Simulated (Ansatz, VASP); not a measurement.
One calculation of B, two programs

```
B
1.0
     1.70813    0.00000    0.00000
    -0.85407    1.47928    0.00000
     0.00000    0.00000    6.92702
B
2
Direct
  0.66667 0.33333 0.75000
  0.33333 0.66667 0.25000
```

Alike in both runs: functional PBE; dispersion D3(BJ); k mesh 12 × 12 × 6; occupations gaussian, width 0.1 eV; no spin polarisation.

Ansatz relaxed the structure, and its values are those at the end. VASP's run is a single point on that final structure, the one shown.

```csv
,VASP,Ansatz
version,VASP 6.6.1,Ansatz 0.2.0
potentials or method,"VASP PAW PBE potentials, release 64 (B)","scalar-relativistic, plane waves, PAW"
plane-wave cutoff (eV),520,420
valence electrons in the cell,6,6
```

|  | VASP | Ansatz | Ansatz less VASP |
| --- | --- | --- | --- |
| gap on the k mesh at the Fermi level (eV) | none | none | - |
| pressure (GPa) | 0.0 | 0.0 | +0.07 |

A gap of «none» marks a metal or a gap that the smearing closes. Ansatz warned: «dispersion_switch_in_reach».
